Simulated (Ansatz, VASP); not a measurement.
## FeH2O: VASP beside Ansatz

```xyz
4
Lattice="3.7561 0.0000 0.0000 0.0000 3.7561 0.0000 0.0000 0.0000 3.7561" Properties=species:S:1:pos:R:3 pbc="T T T"
Fe    0.0000    0.0000    0.0000
H     1.8780    0.0000    0.0000
H     0.0000    1.8780    0.0000
O     0.0000    0.0000    1.8780
```

Alike in both runs: task single point; functional PBE; k mesh 4 × 4 × 4; occupations gaussian, width 0.1 eV; collinear spin.

|  | VASP | Ansatz |
| --- | --- | --- |
| version | VASP 6.6.1 | Ansatz 0.2.0 |
| potentials or method | VASP PAW PBE potentials, release 64 (Fe, H, O) | scalar-relativistic, plane waves, PAW |
| plane-wave cutoff (eV) | 520 | 420 |
| valence electrons in the cell | 16 | 24 |

|  | VASP | Ansatz | Ansatz less VASP |
| --- | --- | --- | --- |
| gap on the k mesh at the Fermi level (eV) | none | none | - |
| pressure (GPa) | -13.9 | -14.1 | -0.27 |
| largest component of the traceless stress (GPa) | 7.31 | 7.99 | +0.682 |
| net moment per atom (μB) | 0.82 | 0.82 | 0.000 |
| size of the moment on the site where the two differ most (μB) | 2.78 | 2.52 | -0.260 |

Site moments also hang on the region over which each program counts them. A gap of «none» marks a metal or a gap that the smearing closes. The two sets of potentials don't hold the same shells in valence.

Caveats: the k mesh is coarse (spacing up to 0.42 Å⁻¹), so the values aren't converged; a cell with one magnetic atom can't hold antiferromagnetic order, which such compounds often take; semilocal functionals often make such compounds metallic where correlation or magnetic order opens a gap, which also shifts bond lengths.
